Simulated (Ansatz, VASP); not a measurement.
**Mn: VASP beside Ansatz**

The input POSCAR:

```
Mn
1.0
    2.5384469893      0.0000000000      0.0000000000
   -1.2692234946      2.1983595788      0.0000000000
    0.0000000000      0.0000000000      2.3718614056
Mn
1
Direct
    0.0000000000      0.0000000000      0.0000000000
```

INCAR.step1

```
PREC = Accurate ; ENCUT = 600
ISMEAR = 0 ; SIGMA = 0.1
LREAL = F ; LASPH = T
NELM = 150 ; ISPIN = 2
MAGMOM = 3.64 ; LMAXMIX = 4
GGA = PE ; ALGO = Normal
EDIFF = 1E-4 ; LWAVE = T
LCHARG = F
```

Contents of INCAR.step2:

```
PREC = Accurate ; ENCUT = 600
EDIFF = 1E-6 ; ISMEAR = 0
SIGMA = 0.1 ; LREAL = F
LASPH = T ; NELM = 150
ALGO = Normal ; ISIF = 3
LWAVE = F ; LCHARG = F
ISPIN = 2 ; MAGMOM = 3.64
LORBIT = 11 ; LMAXMIX = 4
METAGGA = R2SCAN ; LMIXTAU = T
IBRION = 2 ; NSW = 90
EDIFFG = -0.04 ; ISTART = 1
```

The input KPOINTS:

```
regular mesh
0
Gamma
  9 9 8
```

Input for Ansatz:

```yaml
crystal:
  lattice:
    - [2.5384469893, 0.0, 0.0]
    - [-1.2692234946, 2.1983595788, 0.0]
    - [0.0, 0.0, 2.3718614056]
  atoms:
    - { symbol: Mn, position: [0.0, 0.0, 0.0], spin: 3.64 }
basis:
  ecutwfc: 500
kpoints:
  mp_grid: { grid: [9, 9, 8] }
hamiltonian:
  xc: r2scan
scf:
  occupations: { method: gaussian, width: 0.1 }
  lower_state_search: "off"
output:
  forces: true
  stress: true
  eigenvalues: true
  populations: true
magnetization:
  spin_polarized: true
relax:
  adjacent_minimum: "off"
  f_tol: 0.04
  max_steps: 70
  cell: { stress_tol: 0.4 }
```

Alike in both runs: task relaxation of cell and atoms; functional r2SCAN; k mesh 9 × 9 × 8; occupations gaussian, width 0.1 eV; collinear spin.

```csv
,VASP,Ansatz
version,VASP 6.6.1,Ansatz 0.2.0
potentials or method,"VASP PAW PBE potentials, release 64 (Mn_pv)","scalar-relativistic, plane waves, PAW"
plane-wave cutoff (eV),600,500
valence electrons in the cell,13,15
```

```csv
,VASP,Ansatz,Ansatz less VASP
"gap on the k mesh at the Fermi level, each at its own relaxed structure (eV)",none,none,-
net moment per atom (μB),4.01,4.01,0.000
size of the moment on the site where the two differ most (μB),3.94,3.93,-0.010
relaxed volume (Å³/atom),17.00,17.03,+0.026
relaxed cell length with the largest relative difference (Å),2.627,2.629,+0.0021
energy change over the relaxation (meV/atom),-259,-267,-8.1
```

Site moments also hang on the region over which each program counts them. A gap of «none» marks a metal or a gap that the smearing closes. The two sets of potentials don't hold the same shells in valence.

Caveats: the volume moved by over 15 % at a fixed basis, so the end points are rough; the PAW data sets were made with another functional, which shifts forces and pressure a little (VASP).
